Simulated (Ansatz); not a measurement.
# Pd (P6_3/mmc), one atom moved along a line

The calculation used DFT PBE, scalar-relativistic, plane waves, PAW in Ansatz 0.2.0. The runs took a 420 eV cutoff, a Γ-centred 18×18×6 mesh and Gaussian smearing (0.15 eV). No spin polarisation. Energies are free energies at this smearing, counted from the undisturbed cell; pressure is positive in compression.

The starting cell (relaxed at this level; with this scan's settings it stands at 0.1 GPa; this form isn't the usual structure):

```
Pd
1.0
     2.77971    0.00000    0.00000
    -1.38986    2.40730    0.00000
     0.00000    0.00000    9.17869
Pd
4
Cartesian
  0.0000 0.0000 0.0000
  0.0000 1.6049 2.2947
  0.0000 0.0000 4.5893
  1.3899 0.8024 6.8840
```

Atom 2 (Pd) is moved by x along the Cartesian unit vector (-0.705, -0.407, -0.582); the cell and all other atoms stay fixed. The cell is metallic on the mesh throughout.

```tsv
x (Å)	ΔE (meV/cell)	force along x on the moved atoms (eV/Å)	pressure (GPa)
-0.6000	1039.6	?	?
-0.2000	81.7	0.86	1.0
0.0000	0.0	0.00	0.1
0.4000	309.0	-1.61	3.5
```

(1) Give the withheld values.

Results:

(1) force along x on the moved atoms (eV/Å) at x (Å) = -0.6000: 4.75; pressure (GPa) at x (Å) = -0.6000: 10.1.

Cost: 4 runs of about 4.6 core-minutes in all, on Arm Neoverse V2 (shared hosts).